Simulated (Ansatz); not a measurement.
A 2-atom cell of PbSe from a published structure, relaxed with r2SCAN+rVV10, was run in Ansatz 0.2.0 under altered settings. All numbers are computed, without spin polarisation but where a row says otherwise.

```yaml
crystal:
  lattice:
    - [0.00000, 3.06969, 3.06969]
    - [3.06969, 0.00000, 3.06969]
    - [3.06969, 3.06969, 0.00000]
  atoms:
    - { symbol: Pb, position: [0.00000, 0.00000, 0.00000] }
    - { symbol: Se, position: [0.50000, 0.50000, 0.50000] }
```

The base run's other keys:
```yaml
kpoints:
  mp_grid: { grid: [4, 4, 4] }
hamiltonian:
  xc: hse06
scf:
  occupations: { method: fixed }
  n_extra_bands: 4
```

It takes 14 iterations with 1139 plane waves at 420 eV and 8 k points, and leaves a mean stress of +0.85 GPa. The gap over this mesh is 0.728 eV. It ran on 4 threads of Arm Neoverse N1 (shared host).

Outcomes, with energy and stress as changes against the base:

| setting | outcome | ΔF (meV/atom) | Δ mean stress (GPa) | gap on the mesh (eV) | iterations | wall time |
| --- | --- | --- | --- | --- | --- | --- |
| PBE hybrid, exx coeff 0.2, omega 0.2078 1/Å | converged | – | +0.2 | 0.640 | 13 | 13 s |
| PBE hybrid, exx coeff 0.4, unscreened | converged | – | -0.5 | 1.977 | 17 | 14 s |
| hamiltonian.xc: hf | converged | – | +6.5 | 5.132 | 21 | 16 s |
| PBE hybrid, exx coeff 0.15, omega 0.5 1/Å | converged | – | +0.6 | 0.402 | 12 | 13 s |
| scf.occupations: methfessel_paxton 0.05 | converged | 0.0 | 0.0 | 0.728 | 13 | 13 s |

A dash marks a value that wasn't obtained or can't be compared. Stress is positive in compression. The base took 13 s.

- PBE hybrid, exx coeff 0.2, omega 0.2078 1/Å. That is 20 % exact exchange, screened with ω = 0.2078 1/Å, against HSE06's 25 % screened at 0.208 1/Å. The mean stress moves by +0.2 GPa and the gap on the mesh by -0.088 eV (to 0.640). Totals of different functionals aren't comparable.
- PBE hybrid, exx coeff 0.4, unscreened. That is 40 % exact exchange, at all ranges, against HSE06's 25 % screened at 0.208 1/Å. The mean stress moves by -0.5 GPa and the gap on the mesh by +1.249 eV (to 1.977). Totals of different functionals aren't comparable.
- hamiltonian.xc: hf. The mean stress moves by +6.5 GPa and the gap on the mesh by +4.404 eV (to 5.132). It's another functional on the same cell, so totals aren't comparable.
- PBE hybrid, exx coeff 0.15, omega 0.5 1/Å. That is 15 % exact exchange, screened with ω = 0.5 1/Å, against HSE06's 25 % screened at 0.208 1/Å. The mean stress moves by +0.6 GPa and the gap on the mesh by -0.325 eV (to 0.402). Totals of different functionals aren't comparable.

Within 1 meV an atom, 0.1 GPa and 0.005 eV of the base stay: scf.occupations: methfessel_paxton 0.05.

Spin-orbit coupling is left out; in compounds of Pb, Bi, Tl or Hg it can lower a gap by up to about 1 eV, split its edges or invert the bands.

The program warns that its thresholds are loose for a hybrid's stress.

The meshes of the hybrids are coarse, so their gaps aren't converged to the digits shown.
